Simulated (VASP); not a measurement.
# PbSe in VASP: a series of runs, part 2 of 2

VASP 6.6.1.

## (3) Single point, PBEsol

INCAR

```
SYSTEM = PbSe
  ADDGRID = .False.
  ALGO = Normal
  EDIFF = 1E-6
  ENCUT = 340
  GGA = PS
  ISIF = 2
  ISMEAR = 0
  LASPH = .True.
  LCHARG = .False.
  LREAL = .False.
  LWAVE = .False.
  NELM = 100
  PREC = Accurate
  SIGMA = 0.05
```

KPOINTS

```
k-points
0
Gamma
  5 5 5
  0 0 0
```

POSCAR

```
PbSe
1.0
    3.7843220000      0.0000000000      0.0000000000
    0.0000000000      3.7843220000      0.0000000000
    0.0000000000      0.0000000000      3.7843220000
Pb Se
1 1
Direct
    0.0499830000      0.0304240000      0.0268320000
    0.4857650000      0.4915870000      0.4882140000
```

Potentials or basis: VASP PAW PBE potentials, release 64 (Pb_d, Se).

Command:

```sh
cat potpaw_PBE.64/Pb_d/POTCAR potpaw_PBE.64/Se/POTCAR > POTCAR
mpirun -np 1 vasp_std > vasp.out
```

OUTCAR:

```text
SYSTEM = PbSe
   EDIFF = 1E-6
   ENCUT = 340
   GGA = PS
   ISIF = 2
   ISMEAR = 0
   LASPH = .True.
   LREAL = .False.
   NELM = 100
   PREC = Accurate

 Found     63 irreducible k-points:

 Following reciprocal coordinates:
            Coordinates               Weight
  0.000000  0.000000  0.000000      1.000000
  0.200000  0.000000  0.000000      2.000000
  0.000000  0.200000  0.000000      2.000000
  0.000000  0.000000  0.200000      2.000000
  0.400000  0.000000  0.000000      2.000000
  0.000000  0.400000  0.000000      2.000000
   k-points           NKPTS =     63   k-points in BZ     NKDIM =     63   number of bands    NBANDS=     14
   number of dos      NEDOS =    301   number of ions     NIONS =      2
   total plane-waves  NPLWV =  13824
   dimension x,y,z NGX =    24 NGY =   24 NGZ =   24
   dimension x,y,z NGXF=    48 NGYF=   48 NGZF=   48
   ions per type =               1   1
   NGX,Y,Z   is equivalent  to a cutoff of  10.54, 10.54, 10.54 a.u.
   NGXF,Y,Z  is equivalent  to a cutoff of  21.09, 21.09, 21.09 a.u.
 SYSTEM =  PbSe
   PREC   = accura    normal or accurate (medium, high low for compatibility)
   ISTART =      0    job   : 0-new  1-cont  2-samecut
   ICHARG =      2    charge: 1-file 2-atom 10-const
   ISPIN  =      1    spin polarized calculation?
   LNONCOLLINEAR =      F non collinear calculations
   LSORBIT =      F    spin-orbit coupling
   LASPH  =      T    aspherical Exc in radial PAW
   ENCUT  =  340.0 eV  24.99 Ry    5.00 a.u.   5.69  5.69  5.69*2*pi/ulx,y,z
   NELM   =    100;   NELMIN=  2; NELMDL= -5     # of ELM steps
   EDIFF  = 0.1E-05   stopping-criterion for ELM
   LREAL  =      F    real-space projection
   EDIFFG = 0.1E-04   stopping-criterion for IOM
   NSW    =      0    number of steps for IOM
   IBRION =     -1    ionic relax: 0-MD 1-quasi-New 2-CG
   NFREE  =      0    steps in history (QN), initial steepest desc. (CG)
   ISIF   =      2    stress and relaxation
   ISYM   =      2    0-nonsym 1-usesym 2-fastsym
   POTIM  = 0.5000    time-step for ionic-motion
   TEBEG  =    0.0;   TEEND  =   0.0 temperature during run
   PSTRESS=    0.0 pullay stress
   NELECT =      20.0000    total number of electrons
   NUPDOWN=      -1.0000    fix difference up-down
   EMIN   =  10.00;   EMAX   =-10.00  energy-range for DOS
   EFERMI =   0.00;   METHOD = LEGACY
   ISMEAR =     0;   SIGMA  =   0.05  broadening in eV -4-tet -1-fermi 0-gaus
   EFERMI_NEDOS =   21; number of points for ismear=-14 and -15
   IALGO  =     38    algorithm
   IMIX   =      4    mixing-type and parameters
     AMIX     =   0.40;   BMIX     =  1.00
     AMIX_MAG =   1.60;   BMIX_MAG =  1.00
  volume/ion in A,a.u.               =      27.10       182.87
  Fermi-wavevector in a.u.,A,eV,Ry     =   1.174258  2.219025 18.760817  1.378881
  Thomas-Fermi vector in A             =   2.310658
   LORBIT       =      0    0 simple, 1 ext, 2 COOP (PROOUT), +10 PAW based schemes
   GGA     = PS    functional components
   LHFCALC =     F    Hartree Fock is set to
   AEXX    =    0.0000 exact exchange contribution
   IVDW    =     0    specifies the selected vdW correction
   LEPSILON=     F    determine dielectric tensor
   LRPA    =     F    only Hartree local field effects (RPA)
 non-spin polarized calculation
 Gauss-broadening in eV      SIGMA  =   0.05
  energy-cutoff  :      340.00
  volume of cell :       54.20
 maximum number of plane-waves:       792
   NGX = 11   NGY = 11   NGZ = 11

 number of electron      20.0000003 magnetization

 Free energy of the ion-electron system (eV)
  ---------------------------------------------------
  ext. energy  EPLUGINS =         0.00000000
  ---------------------------------------------------
  free energy    TOTEN  =        -8.49534302 eV

  energy without entropy =       -8.49532113  energy(sigma->0) =       -8.49533207

 E-fermi :   5.2445     XC(G=0): -10.0904

 val. band max:        5.1379155305   @ k =  -0.2000   0.2000   0.2000
 cond. band min:       5.3459426797   @ k =  -0.4000   0.4000   0.4000
 fundamental gap:      0.2080271492
 Fermi energy:         5.2444935830

 k-point     1 :       0.0000    0.0000    0.0000
  band No.  band energies     occupation
      1     -11.6428      2.00000
      2     -11.6344      2.00000
      3     -11.4914      2.00000
      4     -11.4913      2.00000
      5     -11.4804      2.00000
      6      -8.0915      2.00000
      7      -1.8037      2.00000
      8       3.6262      2.00000
      9       3.7006      2.00000
     10       3.7986      2.00000
     11       9.4279      0.00000
     12       9.7640      0.00000
     13      11.4505      0.00000
     14      11.7772      0.00000

 k-point     2 :       0.2000    0.0000    0.0000
  band No.  band energies     occupation
      1     -11.6323      2.00000
      2     -11.6029      2.00000
      3     -11.5065      2.00000
      4     -11.5057      2.00000
      5     -11.4811      2.00000
      6      -7.8106      2.00000
      7      -2.3604      2.00000
      8       3.5944      2.00000
      9       3.9861      2.00000
     10       4.0120      2.00000
     11       8.6747      0.00000
     12       9.7888      0.00000
     13      10.5117      0.00000
     14      11.1950      0.00000

 k-point     3 :       0.0000    0.2000    0.0000
  band No.  band energies     occupation
      1     -11.6387      2.00000
      2     -11.5959      2.00000
      3     -11.5071      2.00000
      4     -11.5002      2.00000
      5     -11.4872      2.00000
      6      -7.8007      2.00000
      7      -2.3972      2.00000
      8       3.5460      2.00000
      9       4.0017      2.00000
     10       4.1078      2.00000
     11       8.8125      0.00000
     12       9.5316      0.00000
     13      10.4721      0.00000
     14      11.4257      0.00000

 k-point     4 :       0.0000    0.0000    0.2000
  band No.  band energies     occupation
      1     -11.6388      2.00000
      2     -11.5959      2.00000
      3     -11.5071      2.00000
      4     -11.5002      2.00000
      5     -11.4872      2.00000
      6      -7.8006      2.00000
      7      -2.3975      2.00000
      8       3.5457      2.00000
      9       4.0023      2.00000
     10       4.1080      2.00000
     11       8.8135      0.00000
     12       9.5300      0.00000
     13      10.4721      0.00000
     14      11.4269      0.00000

 k-point     5 :       0.4000    0.0000    0.0000
  band No.  band energies     occupation
      1     -11.6287      2.00000
      2     -11.5440      2.00000
      3     -11.5304      2.00000
      4     -11.5255      2.00000
      5     -11.4797      2.00000
      6      -7.2011      2.00000
      7      -3.4492      2.00000
      8       4.1376      2.00000
      9       4.6710      2.00000
     10       4.6730      2.00000
     11       6.2774      0.00000
     12       8.9715      0.00000
     13       9.0586      0.00000
     14      11.3785      0.00000

 k-point     6 :       0.0000    0.4000    0.0000
  band No.  band energies     occupation
      1     -11.6347      2.00000
      2     -11.5391      2.00000
      3     -11.5283      2.00000
      4     -11.5224      2.00000
      5     -11.4854      2.00000
      6      -7.1590      2.00000
      7      -3.5490      2.00000
      8       4.1507      2.00000
      9       4.7178      2.00000
     10       4.7709      2.00000
     11       6.3247      0.00000
     12       8.8672      0.00000
     13       8.9982      0.00000
     14      11.4381      0.00000

 [... further k-points ...]

------------------------ aborting loop because EDIFF is reached ----------------------------------------

  FORCE on cell =-STRESS in cart. coord.  units (eV):
  Direction    XX          YY          ZZ          XY          YZ          ZX
  --------------------------------------------------------------------------------------
  -------------------------------------------------------------------------------------
  Total       -0.5084016     -0.6948556     -0.6957000      0.1554828      0.1168134      0.1548865
  in kB      -15.0298012    -20.5419127    -20.5668757      4.5965137      3.4533362      4.5788877
  external PRESSURE =     -18.7128632 kB  Pullay stress =       0.0000000 kB

 VOLUME and BASIS-vectors are now :
 -----------------------------------------------------------------------------
  energy-cutoff  :      340.00
  volume of cell :       54.20
      direct lattice vectors                 reciprocal lattice vectors
     3.784322000  0.000000000  0.000000000     0.264248127  0.000000000  0.000000000
     0.000000000  3.784322000  0.000000000     0.000000000  0.264248127  0.000000000
     0.000000000  0.000000000  3.784322000     0.000000000  0.000000000  0.264248127

 POSITION                                       TOTAL-FORCE (eV/Angst)
 -----------------------------------------------------------------------------------
      0.18915      0.11513      0.10154         0.145438      0.101780      0.101315
      1.83829      1.86032      1.84756        -0.145438     -0.101780     -0.101315
 -----------------------------------------------------------------------------------
    total drift:                               -0.000571     -0.000100     -0.000427

  FREE ENERGIE OF THE ION-ELECTRON SYSTEM (eV)
  ---------------------------------------------------
  free  energy   TOTEN  =        -8.4953430160 eV

  energy  without entropy=       -8.4953211266  energy(sigma->0) =       -8.49533207
```

Run time: 9.6 s. Hardware: 1 thread of Intel Xeon Platinum 8488C (Sapphire Rapids), shared host; peak memory 0.15 GiB.

The run converged, but some of its settings lie outside the range that counts as converged, so its numbers aren't taken as properties of the crystal.

Results:

* Free energy: -8.4953 eV
* Pressure: -1.9 GPa
* Largest force: 0.204 eV/Å
* Band gap on the k mesh: 0.21 eV, indirect (least direct gap 1.55 eV)

Caveat: the PAW data sets were made with another functional, which shifts forces and pressure a little; spin-orbit coupling is left out, which as a rule narrows the gap of such compounds by several tenths of an eV; an odd mesh through Γ misses points on the zone boundary, where band edges often lie.
